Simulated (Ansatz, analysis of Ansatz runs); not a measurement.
# Fe on the octahedral Ga site in beta-Ga2O3: charge-transition level, PBEsol, part 2 of 2

Subject: Fe on the octahedral Ga site in beta-Ga2O3. Wanted: its charge-transition level, in one set-up (PBEsol, 120-site cell, PBEsol lattice, 420 eV, k: the single point 1/4 1/4 1/4 then 2x2x2 shifted 0.5 0.5 0.5). The model is a cell of 120 host atoms with 1 Ga taken out and 1 Fe put in. The level is the Fermi energy at which two charge states have equal formation energy, after a correction for the images of the charge. A local or semilocal functional is the cheapest first rung.

Ansatz 0.2.0; PBEsol, 120-site cell, PBEsol lattice, 420 eV, k: the single point 1/4 1/4 1/4 then 2x2x2 shifted 0.5 0.5 0.5.

So far: The starting structure; Relaxation, charge 0.

## 3. Relaxation, charge −1

Level of this step: plane-wave PAW DFT, PBEsol; relaxation of all atoms of a defect supercell (Ansatz).

relax1/input.yaml

```yaml
relax:
  f_tol: 0.02
  max_steps: 80
  random_displacement: { amplitude: 0.05, seed: 937 }
crystal:
  lattice:
    - [12.27743979, 0.0, 0.0161443]
    - [0.0, 9.14207625, 0.0]
    - [-2.77149217, 0.0, 11.28574541]
  atoms:
    - { symbol: Ga, position: [0.090486366, 0.0, 0.397638897] }
    - { symbol: Ga, position: [0.590486366, 0.166666667, 0.397638897] }
[... 2 atom lines left out ...]
    - { symbol: Ga, position: [0.158763224, 0.166666667, 0.157228422] }
[... 1 atom line left out ...]
    - { symbol: Ga, position: [0.341236776, 0.0, 0.342771578] }
[... 3 atom lines left out ...]
    - { symbol: O, position: [0.334756139, 0.166666667, 0.445231336] }
[... 3 atom lines left out ...]
    - { symbol: O, position: [0.326766453, 0.166666667, 0.218616109] }
[... 25 atom lines left out ...]
    - { symbol: Ga, position: [0.090486366, 0.333333333, 0.397638897] }
[... 3 atom lines left out ...]
    - { symbol: Ga, position: [0.158763224, 0.5, 0.157228422] }
[... 1 atom line left out ...]
    - { symbol: Fe, position: [0.341236776, 0.333333333, 0.342771578], spin: 4.0 }
[... 3 atom lines left out ...]
    - { symbol: O, position: [0.334756139, 0.5, 0.445231336] }
[... 1 atom line left out ...]
    - { symbol: O, position: [0.173233547, 0.333333333, 0.281383891] }
[... 1 atom line left out ...]
    - { symbol: O, position: [0.326766453, 0.5, 0.218616109] }
[... 4 atom lines left out ...]
    - { symbol: O, position: [0.503730144, 0.333333333, 0.372016634] }
[... 26 atom lines left out ...]
    - { symbol: Ga, position: [0.341236776, 0.666666667, 0.342771578] }
[... 32 atom lines left out ...]
    - { symbol: O, position: [0.503730144, 0.666666667, 0.872016634] }
  host:
    repeats: [1, 3, 2]
    atoms:
      - { symbol: Ga, position: [0.090486366, 0.0, 0.795277793] }
      - { symbol: Ga, position: [0.590486366, 0.5, 0.795277793] }
      # ... 18 more atoms of the perfect host
total_charge: -1
basis:
  ecutwfc: 420
  xc_grid: 2
hamiltonian:
  xc: pbesol
kpoints:
  mp_grid: { grid: [1, 1, 1], shift: [0.25, 0.25, 0.25] }
magnetization:
  spin_polarized: true
  initial_magnetization: 4
  spin_locking: { lock_magnetization: hard }
scf:
  occupations: { method: fermi_dirac, width: 0.01 }
  max_iter: 120
output:
  forces: true
  charged_corrections:
    epsilon: [4.11, 4.21, 4.22]
    static_epsilon: [11.06, 10.93, 13.6]
    defect_position: [0.341237, 0.333333, 0.342772]
checkpoint:
  write: "../relax1.run"
  compress: false
  write_wavefunctions: true
  write_every: 100000
```

Launch:

```bash
> ansatz run input.yaml --threads 8 --pin off --max-ram 14131MiB --backend cpu --events-out ev --progress --plain --runs-dir out
```

Numbers of over 12 decimals in the logs are rounded to 6 here.

Log:

```text
[...]
Crystal: 120 atoms, lattice volume = 1267.136 Å³
Basis set: ecut = 420 eV, 24771 PW (Γ), exchange–correlation on 180×128×160 points (8 copies of the dense FFT grid, shifted against one another)
Bands: 652, of which v1, the nominal top of the filled ones, is band 530 counted from 1 (529 counted from 0)
Symmetry: 1 space group operations
k-points: 1
[...]
Starting moments: Σ|m| = 4 μB on 1 of 120 sites
[...]
SCF iter   1: F=—  HF=-220818.544872 eV  |F-HF|=—  |Δ(HF+E_count)|=         —  Δρ=7.20e-2 (↑5.18e-2 ↓7.20e-2)  dr2=1.28e2  dr2_m=5.12e0  M=4.000 μB ∫|m|=4.008 μB  β_m=0.30  ethr=3.10e-3  ⟨swp⟩=5.0  Hψ=4211  notcnv=0  defer=47
[...]
F+E_penalty+E_count = -220794.92275411 eV   max|allowed force component| = 1.342e-2 eV/Å
  atoms:
    - { symbol: Ga, position: [0.090733, -0.000376, 0.397585] }
    - { symbol: Ga, position: [0.592177, 0.166530, 0.398157] }
[...]
- { symbol: Ga, position: [0.160101, 0.166558, 0.158076] }
    [... 1 atom left out ...]
    - { symbol: Ga, position: [0.341540, -0.000182, 0.342245] }
[...]
- { symbol: O, position: [0.331497, 0.158010, 0.447611] }
[...]
- { symbol: O, position: [0.325508, 0.156530, 0.216325] }
[...]
- { symbol: Fe, position: [0.342313, 0.332859, 0.346020] }
    [... 3 atoms left out ...]
    - { symbol: O, position: [0.331661, 0.508089, 0.447408] }
    [... 1 atom left out ...]
    - { symbol: O, position: [0.169117, 0.333005, 0.277679] }
    [... 1 atom left out ...]
    - { symbol: O, position: [0.325462, 0.509848, 0.216218] }
    [... 4 atoms left out ...]
    - { symbol: O, position: [0.507355, 0.332999, 0.373391] }
    [... 26 atoms left out ...]
    - { symbol: Ga, position: [0.341549, 0.666198, 0.342157] }
    [... 33 atoms left out ...]
[key lines of the parts left out:]
SCF converged after 11 iterations
Magnetization: 4.0000 μB (532.0000 up, 528.0000 down)
Free energy (F): -220794.922754 eV
Fermi energy:    11.097323 (↑ 10.509148, ↓ 11.103677) eV
```

Run time: 3.7 min. Hardware: 8 threads of Intel Xeon 6975P-C (Granite Rapids), shared host; peak memory 9 GiB.

The steps of the relaxation:

```tsv
step	energy less that of the first step (eV)	largest force component (eV/Å)
1	0.0000	2.3166
2	-1.7010	1.5772
3	-2.5758	0.2891
4	-2.5913	0.0676
5	-2.5916	0.0487
6	-2.5921	0.0134
```

The atoms that moved most (Å, from the sites as typed, ahead of the random displacement, the mean shift of all atoms taken out):

```tsv
atom	dx	dy	dz	length
O55	-0.008	0.093	-0.027	0.097
O15	-0.008	-0.090	-0.026	0.094
O11	-0.045	-0.077	0.026	0.093
O51	-0.043	0.077	0.024	0.091
O53	-0.039	0.000	-0.042	0.057
O60	0.042	0.000	0.015	0.045
Fe47	0.006	-0.002	0.036	0.037
O13	-0.020	-0.015	-0.010	0.027
```

Neighbours of Fe47 at the end:

```tsv
atom	distance (Å)
O60	1.975
O11	2.010
O51	2.011
O53	2.086
O15	2.183
O55	2.188
Ga7	3.045
Ga87	3.048
```

This step gave:

```yaml
free_energy: -220794.9228 eV
smearing_term_ts: 0.002757 eV
total_moment: 4 μB
integral_of_the_absolute_spin_density: 4.497 μB
spin_contamination: 0.2669
```

## 4. Single point, charge 0

The relaxed structure is kept, and the final numbers are taken at the final level and k-points.

This step: plane-wave PAW DFT, PBEsol; single point of a defect supercell.

point0/input.yaml

```yaml
crystal:
  lattice:
    - [12.27743979, 0.0, 0.0161443]
    - [0.0, 9.14207625, 0.0]
    - [-2.77149217, 0.0, 11.28574541]
  atoms:
    - { symbol: Ga, position: [0.090309564, -0.000491969, 0.397669697] }
    - { symbol: Ga, position: [0.591975417, 0.165963763, 0.397957449] }
[... 2 atom lines left out ...]
    - { symbol: Ga, position: [0.158861568, 0.166662898, 0.157328706] }
[... 1 atom line left out ...]
    - { symbol: Ga, position: [0.341216587, -0.000879208, 0.341346215] }
[... 3 atom lines left out ...]
    - { symbol: O, position: [0.334950221, 0.164077786, 0.446926493] }
[... 3 atom lines left out ...]
    - { symbol: O, position: [0.325962814, 0.16314065, 0.217769844] }
[... 25 atom lines left out ...]
    - { symbol: Ga, position: [0.089465736, 0.333059177, 0.396950367] }
[... 3 atom lines left out ...]
    - { symbol: Ga, position: [0.158858124, 0.499427024, 0.15732795] }
[... 1 atom line left out ...]
    - { symbol: Fe, position: [0.342489513, 0.333084562, 0.347979541], spin: 5.0 }
[... 3 atom lines left out ...]
    - { symbol: O, position: [0.334943823, 0.502086616, 0.446943005] }
[... 1 atom line left out ...]
    - { symbol: O, position: [0.170813453, 0.333097739, 0.2799849] }
[... 1 atom line left out ...]
    - { symbol: O, position: [0.325961139, 0.502887916, 0.217776963] }
[... 4 atom lines left out ...]
    - { symbol: O, position: [0.505504237, 0.333038393, 0.373084005] }
[... 26 atom lines left out ...]
    - { symbol: Ga, position: [0.34121586, 0.667017164, 0.341351005] }
[... 32 atom lines left out ...]
    - { symbol: O, position: [0.503487869, 0.666341009, 0.871899217] }
  host:
    repeats: [1, 3, 2]
    atoms:
      - { symbol: Ga, position: [0.090486366, 0.0, 0.795277793] }
      - { symbol: Ga, position: [0.590486366, 0.5, 0.795277793] }
      # ... 18 more atoms of the perfect host
basis:
  ecutwfc: 420
  xc_grid: 2
hamiltonian:
  xc: pbesol
kpoints:
  mp_grid: { grid: [2, 2, 2], shift: [0.5, 0.5, 0.5] }
magnetization:
  spin_polarized: true
  initial_magnetization: 5
  spin_locking: { lock_magnetization: hard }
scf:
  occupations: { method: fermi_dirac, width: 0.01 }
  max_iter: 120
output:
  forces: true
  charged_corrections:
    epsilon: [4.11, 4.21, 4.22]
    static_epsilon: [11.06, 10.93, 13.6]
    defect_position: [0.341237, 0.333333, 0.342772]
  eigenvalues: true
checkpoint:
  read: "../relax0.run"
  write: "../point0.run"
  compress: false
  write_wavefunctions: true
  write_every: 100000
```

Log:

```text
[...]
Crystal: 120 atoms, lattice volume = 1267.136 Å³
Basis set: ecut = 420 eV, 24771 PW (Γ), exchange–correlation on 180×128×160 points (8 copies of the dense FFT grid, shifted against one another)
Bands: 652, of which v1, the nominal top of the filled ones, is band 530 counted from 1 (529 counted from 0)
Symmetry: 1 space group operations
[...]
k-points: 4 of 8 (time reversal used)
[...]
Stability of the state it starts from, as read at its close in the collinear treatment: not read negative (Ritz values of 1 − χ₀K, real part plus size of imaginary part, from 1.2 to 1.3, by its mixing steps under no symmetry); [...]
Starting moments: Σ|m| = 5 μB on 1 of 120 sites; this step starts from the density that it was given
[...]
iter 1 solved again at ethr=6.86e-8 eV; its pass at ethr=3.10e-3 eV (dr2=7.27e-4 eV) is discarded
[...]
atom   2  Ga    -0.00072961    -0.00034371     0.00183536
  [... 4 atoms left out ...]
  atom   7  Ga    -0.00003824    -0.00134212     0.00076641
  [... 3 atoms left out ...]
  atom  11  O      0.00029373     0.00028044    -0.00020991
  [... 3 atoms left out ...]
  atom  15  O     -0.00143756     0.00234910    -0.00027062
  [... 29 atoms left out ...]
  atom  45  Ga    -0.00016127     0.00042237     0.00188500
  [... 1 atom left out ...]
  atom  47  Fe    -0.00244617    -0.00098994     0.00234314
  [... 3 atoms left out ...]
  atom  51  O      0.00105078    -0.00154929    -0.00141632
  [... 1 atom left out ...]
  atom  53  O      0.00184027    -0.00265225    -0.00338968
  [... 1 atom left out ...]
  atom  55  O     -0.00041587     0.00260524    -0.00060468
  [... 4 atoms left out ...]
  atom  60  O      0.00398489     0.00232372     0.00032043
  [... 26 atoms left out ...]
  atom  87  Ga    -0.00040475     0.00067556     0.00061624
  [... 33 atoms left out ...]
  max |Σ_I F_I| component: 1.32e-5 eV/Å
--- Band table (eV; the first three rows and the last of 8) ---
[...]
[... further k-points left out ...]
[key lines of the parts left out:]
SCF converged after 5 iterations
Magnetization: 5.0000 μB (532.0000 up, 527.0000 down)
Free energy (F): -220805.471728 eV
Fermi energy:    9.310583 (↑ 9.884359, ↓ 8.881289) eV
```

Elapsed: 3 min, on 8 threads; peak memory 9.3 GiB; 21 min of CPU time.

Numbers from this step:

* free energy: -220805.4717 eV
* total moment: 5 μB
* integral of the absolute spin density: 5.058 μB
* spin contamination: 0.004649

## 5. Single point, charge −1

This step: plane-wave PAW DFT, PBEsol; single point of a defect supercell.

point1/input.yaml

```yaml
crystal:
  lattice:
    - [12.27743979, 0.0, 0.0161443]
    - [0.0, 9.14207625, 0.0]
    - [-2.77149217, 0.0, 11.28574541]
  atoms:
    - { symbol: Ga, position: [0.090733042, -0.00037622, 0.397584552] }
    - { symbol: Ga, position: [0.592176693, 0.166529997, 0.39815659] }
[... 2 atom lines left out ...]
    - { symbol: Ga, position: [0.16010108, 0.166557875, 0.158075742] }
[... 1 atom line left out ...]
    - { symbol: Ga, position: [0.341539624, -0.000182484, 0.342245456] }
[... 3 atom lines left out ...]
    - { symbol: O, position: [0.331496627, 0.158009541, 0.447611235] }
[... 3 atom lines left out ...]
    - { symbol: O, position: [0.325507679, 0.156529811, 0.216324739] }
[... 25 atom lines left out ...]
    - { symbol: Ga, position: [0.091149934, 0.333074736, 0.3964377] }
[... 3 atom lines left out ...]
    - { symbol: Ga, position: [0.160162069, 0.499550643, 0.158072082] }
[... 1 atom line left out ...]
    - { symbol: Fe, position: [0.342312716, 0.332859485, 0.346020173], spin: 4.0 }
[... 3 atom lines left out ...]
    - { symbol: O, position: [0.331660546, 0.508088989, 0.447408115] }
[... 1 atom line left out ...]
    - { symbol: O, position: [0.169117197, 0.333005238, 0.277678719] }
[... 1 atom line left out ...]
    - { symbol: O, position: [0.325462396, 0.509848374, 0.216218225] }
[... 4 atom lines left out ...]
    - { symbol: O, position: [0.507354573, 0.332999382, 0.373391307] }
[... 26 atom lines left out ...]
    - { symbol: Ga, position: [0.341549126, 0.666197531, 0.342157449] }
[... 32 atom lines left out ...]
    - { symbol: O, position: [0.50373524, 0.666539273, 0.872509379] }
  host:
    repeats: [1, 3, 2]
    atoms:
      - { symbol: Ga, position: [0.090486366, 0.0, 0.795277793] }
      - { symbol: Ga, position: [0.590486366, 0.5, 0.795277793] }
      # ... 18 more atoms of the perfect host
total_charge: -1
basis:
  ecutwfc: 420
  xc_grid: 2
hamiltonian:
  xc: pbesol
kpoints:
  mp_grid: { grid: [2, 2, 2], shift: [0.5, 0.5, 0.5] }
magnetization:
  spin_polarized: true
  initial_magnetization: 4
  spin_locking: { lock_magnetization: hard }
scf:
  occupations: { method: fermi_dirac, width: 0.01 }
  max_iter: 120
output:
  forces: true
  charged_corrections:
    epsilon: [4.11, 4.21, 4.22]
    static_epsilon: [11.06, 10.93, 13.6]
    defect_position: [0.341237, 0.333333, 0.342772]
  eigenvalues: true
checkpoint:
  read: "../relax1.run"
  write: "../point1.run"
  compress: false
  write_wavefunctions: true
  write_every: 100000
```

Log:

```text
[...]
Crystal: 120 atoms, lattice volume = 1267.136 Å³
Basis set: ecut = 420 eV, 24771 PW (Γ), exchange–correlation on 180×128×160 points (8 copies of the dense FFT grid, shifted against one another)
Bands: 652, of which v1, the nominal top of the filled ones, is band 530 counted from 1 (529 counted from 0)
Symmetry: 1 space group operations
[...]
k-points: 4 of 8 (time reversal used)
[...]
SCF iter   1: F=—  HF=-220794.965225 eV  |F-HF|=—  |Δ(HF+E_count)|=         —  Δρ=6.87e-3 (↑6.26e-5 ↓6.87e-3)  dr2=8.03e-1  dr2_m=1.37e-1  M=4.000 μB ∫|m|=5.035 μB  β_m=0.30  ethr=7.39e-5  ⟨swp⟩=4.8  Hψ=26774  notcnv=0
[...]
spin=Collinear: Kerker preconditioning applied to the charge; magnetization (m = ρ↑ − ρ↓) channel mixes plain (no charge-response kernel on spin).
[...]
[... 3 atoms left out ...]
  atom  11  O      0.00850726     0.01372176    -0.02266910
  [... 3 atoms left out ...]
  atom  15  O     -0.00374228     0.03809780     0.03493194
  [... 29 atoms left out ...]
  atom  45  Ga    -0.03163606     0.02022505    -0.03272667
  [... 1 atom left out ...]
  atom  47  Fe     0.01213586     0.01474481    -0.02907361
  [... 3 atoms left out ...]
  atom  51  O     -0.00015664    -0.03040494     0.00446989
  [... 1 atom left out ...]
  atom  53  O      0.03389486     0.00548646     0.01220474
  [... 1 atom left out ...]
  atom  55  O     -0.00397255    -0.06028282     0.03690769
  [... 4 atoms left out ...]
  atom  60  O     -0.04956439    -0.00033431    -0.00634525
  [... 26 atoms left out ...]
  atom  87  Ga    -0.00205655     0.03918470    -0.00266838
  [... 33 atoms left out ...]
  max |Σ_I F_I| component: 7.26e-6 eV/Å
[...]
F Makov-Payne    = n/a  (the rows are of the electrons' constant alone; ansatz place-levels tells what screens the charge)
[...]
--- Band table (eV; the first three rows and the last of 8) ---
[...]
[... further k-points left out ...]
[key lines of the parts left out:]
SCF converged after 17 iterations
Magnetization: 4.0000 μB (532.0000 up, 528.0000 down)
Free energy (F): -220794.941669 eV
Fermi energy:    10.959571 (↑ 10.370161, ↓ 10.967515) eV
```

Elapsed: 5.1 min, on 8 threads; peak memory 9.4 GiB.

Read from the output:

| Quantity | Value |
| --- | --- |
| free energy | -220794.9417 eV |
| smearing term TS | 0.006684 eV |
| total moment | 4 μB |
| integral of the absolute spin density | 4.556 μB |
| spin contamination | 0.3151 |

## 6. Charge-transition levels

A charged cell feels its images and has its own zero of potential; this step corrects both and places the level between the host's band edges.

This step: place-levels on PBEsol runs: charge-transition levels with image-charge correction and potential alignment at the atomic sites.

levels.yaml

```yaml
host:
  run: host.point.run
states: [point0.run, point1.run]
geometry_from:
  point0.run: relax0.run
  point1.run: relax1.run
  host.point.run: host.relax.run
```

Launch:

```bash
> ansatz place-levels levels.yaml -- --threads 8 --pin off --max-ram 14131MiB
```

Log:

```text
(0/-1) 2.219 eV above the valence edge (+2.697 eV without the band-filling correction), 0.000 eV under the conduction edge
  edges by pbesol, gap 2.219 eV; the host is sampled to repeats of 29.54 Å
  the defect's cells are sampled to repeats of 29.54 Å, like sampling
  charge 0: +0.000 eV for its dipole among its images, +0.000 omitted
  charge -1: -220794.8321 eV with its correction of +0.110 eV, at epsilon [11.06, 10.93, 13.6], aligned at sites: +0.0485 eV, mean over 88 atomic sites at or beyond 4.57 Å from the defect at [0.3412, 0.3333, 0.3428], with +0.004421 for the charge's moments [...]
  states[1] (point1.run): levels filled in part (TS 0.007 eV): its energy is of no whole electron's
  of states[0] (point0.run): stability_check_not_made
  of states[1] (point1.run): how wide its charge is, is not read beside other atoms or cores, and a band state would take no correction. [...]
```

The job ended after 0.2 s (8 threads).

Read from the output:

```yaml
gap: 2.219 eV
```

## 7. Outcome

This set-up is not sound: the carrier goes into a band, and the band-filling term draws the level to the band edge, so there is no figure to set beside the measurement.

[Logs are printed without paths, hosts, clocks, repeated set-up lines and the standing remarks that a program may print on its own settings, such as how far it seeks lower states.]

[Hosts, paths, dates, database ids (printed as entryN), source tags and the programs' standing remarks are cut or masked in the printed files.]

[For some hosts the program warned that the k-mesh of the response run may be too coarse for force constants and the static dielectric constant; such warnings are not shown here.]
